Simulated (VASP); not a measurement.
Set up this calculation in VASP 6.6.1, as the native input.

```yaml
Task: relaxation of cell and atoms
Functional: PBE
Potentials_or_basis: VASP PAW PBE potentials, release 64 (Ga_d, P)
Cutoff: 600 eV
k_mesh: 8 × 8 × 8
Occupations: gaussian, width 0.03 eV
Spin: no spin polarisation
Further_INCAR_settings: ALGO = Normal; EDIFF = 1e-06; IBRION = 2; EDIFFG = -0.01; NSW = 90; ISIF = 3
```

The structure of GaP lies in POSCAR:

```
GaP
1.0
    0.0000000000      2.7252500000      2.7252500000
    2.7252500000      0.0000000000      2.7252500000
    2.7252500000      2.7252500000      0.0000000000
Ga P
1 1
Direct
    0.0000000000      0.0000000000      0.0000000000
    0.2500000000      0.2500000000      0.2500000000
```

One way to write it, as run:

INCAR

```
SYSTEM = GaP
PREC = Accurate ; ENCUT = 600
EDIFF = 1E-6 ; ISMEAR = 0
SIGMA = 0.03 ; LREAL = .False.
LASPH = .True. ; NELM = 80
ALGO = Normal ; ISIF = 3
LWAVE = .False. ; LCHARG = .False.
GGA = PE ; IBRION = 2
NSW = 90 ; EDIFFG = -0.01
```

KPOINTS

```
Automatic mesh
0
Gamma
  8 8 8
  0 0 0
```

Potentials or basis: VASP PAW PBE potentials, release 64 (Ga_d, P).

Run with:

```sh
$ cat potpaw_PBE.64/Ga_d/POTCAR potpaw_PBE.64/P/POTCAR > POTCAR
$ mpirun -np 1 vasp_std > vasp.out
```

It gave:

| Item | Value |
| --- | --- |
| Relaxed volume | 20.86 Å³/atom |
| Relaxed cell | a = 3.893 Å, b = 3.893 Å, c = 3.893 Å, α = 60.00°, β = 60.00°, γ = 60.00° |
| Space group after relaxing (to 0.05 Å) | F-43m (No. 216) |
| Energy gained by relaxing | 4.6 meV/atom |
| Ionic steps | 3 |
| Pressure after relaxing | 0.1 GPa |
| Band gap on the k mesh | 1.58 eV, direct |

Run time: 14 s on 1 thread of Intel(R) Xeon(R) 6975P-C (Granite Rapids), with other jobs on the host, peak memory 0.19 GiB.
